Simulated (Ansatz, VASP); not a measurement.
## GaN: VASP beside Ansatz

```
Ga N
1.0
     0.00000    1.99250    1.99250
     1.99250    0.00000    1.99250
     1.99250    1.99250    0.00000
Ga N
1 1
Direct
  0.50000 0.50000 0.50000
  0.00000 0.00000 0.00000
```

Measurements of this composition are mostly on another form, of space group No. 186.

Alike in both runs: task single point; functional PBE; k mesh 13 × 13 × 13; occupations fermi-dirac, width 0.02 eV; no spin polarisation.

```csv
,VASP,Ansatz
version,VASP 6.6.1,Ansatz 0.2.0
potentials or method,"VASP PAW PBE potentials, release 64 (Ga_d, N), cutoff 520 eV","all-electron LAPW, scalar-relativistic"
```

```csv
,VASP,Ansatz,Ansatz less VASP
gap on the k mesh at the Fermi level (eV),1.91,1.93,+0.018
```

Ansatz ran all-electron here, so the differences hold the error of VASP's frozen core and of both bases.

Caveats: an odd mesh through Γ misses points on the zone boundary, where band edges often lie. PBE gaps usually lie below the measured ones, often by a third to a half.
